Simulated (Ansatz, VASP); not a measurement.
## One calculation of As, two programs

INCAR

```
SYSTEM = As
ALGO     = Normal         ! electronic algorithm
DIPOL    = 0.5 0.5 0.500
EDIFF    = 1E-6           ! SCF threshold, eV
ENCUT    = 520            ! plane-wave cutoff, eV
IDIPOL   = 3            
ISIF     = 2              ! what is computed and relaxed
ISMEAR   = 0              ! smearing method
LASPH    = .TRUE.         ! aspherical terms in the spheres
LCHARG   = .TRUE.         ! write CHGCAR
LDIPOL   = .TRUE.       
LELF     = .TRUE.         ! ELF
LREAL    = .FALSE.        ! projectors in reciprocal space
LVACPOTAV= .TRUE.       
LVHAR    = .TRUE.       
LWAVE    = .FALSE.        ! write WAVECAR
NBANDS   = 12             ! bands
NELM     = 100            ! most SCF steps
PREC     = Accurate       ! precision mode
SIGMA    = 0.02           ! smearing width, eV
```

The input KPOINTS:

```
k-points
0
G
  9 9 1
  0 0 0
```

POSCAR

```
As
1.0
    3.5200000000      0.0000000000      0.0000000000
   -1.7600000000      3.0484094213      0.0000000000
    0.0000000000      0.0000000000     28.0000000000
As
2
Direct
    0.3333333333      0.6666666667      0.5105714286
    0.6666666667      0.3333333333      0.4894285714
```

Input for Ansatz:

```yaml
crystal:
  lattice:
    - [3.52, 0.0, 0.0]
    - [-1.76, 3.0484094213, 0.0]
    - [0.0, 0.0, 28.0]
  atoms:
    - { symbol: As, position: [0.3333333333, 0.6666666667, 0.5105714286] }
    - { symbol: As, position: [0.6666666667, 0.3333333333, 0.4894285714] }
  periodic: [true, true, false]
basis:
  ecutwfc: 420
kpoints:
  mp_grid: { grid: [9, 9, 1] }
hamiltonian:
  xc: lda
scf:
  occupations: { method: gaussian, width: 0.02 }
output:
  forces: true
  stress: true
  eigenvalues: true
```

Alike in both runs: task single point; functional LDA; k mesh 9 × 9 × 1; occupations gaussian, width 0.02 eV; no spin polarisation.

|  | VASP | Ansatz |
| --- | --- | --- |
| version | VASP 6.6.1 | Ansatz 0.2.0 |
| potentials or method | VASP PAW LDA potentials, release 64 (As) | scalar-relativistic, plane waves, PAW |
| plane-wave cutoff (eV) | 520 | 420 |
| valence electrons in the cell | 10 | 30 |

|  | VASP | Ansatz | Ansatz less VASP |
| --- | --- | --- | --- |
| gap on the k mesh at the Fermi level (eV) | none | none | - |
| rms of the force components (eV/Å) | 3.147 | 3.076 | -0.0707 |
| work function, face that differs most (eV) | 4.11 | 4.13 | +0.020 |

Atom by atom the forces differ by 0.071 eV/Å (rms over components). A gap of «none» marks a metal or a gap that the smearing closes. The two sets of potentials don't hold the same shells in valence.
